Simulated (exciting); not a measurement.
The system is GaP.

```xyz
2
Lattice="0.0000 2.7252 2.7252 2.7252 0.0000 2.7252 2.7252 2.7252 0.0000" Properties=species:S:1:pos:R:3 pbc="T T T"
Ga    0.0000    0.0000    0.0000
P     4.0879    4.0879    4.0879
```

Base run:

| Quantity | Value |
| --- | --- |
| Program | exciting (release sodium) |
| Functional | PBE |
| Potentials or basis | all-electron LAPW+lo, shipped species files, valence relativity iora* |
| rgkmax | 9 |
| k mesh | 8 × 8 × 8 |
| Occupations | fermi-dirac, width 0.05 eV |
| Spin | no spin polarisation |

Its results: band gap on the k mesh 1.65 eV, indirect (least direct gap 1.82 eV).

The run is repeated on the same cell with these changes: functional from PBE to LDA; occupations from fermi-dirac, width 0.05 eV to gaussian, width 0.1 eV. What comes out?

Band gap on the k mesh 1.49 eV, indirect (least direct gap 1.60 eV).

A k mesh can miss the band edges.
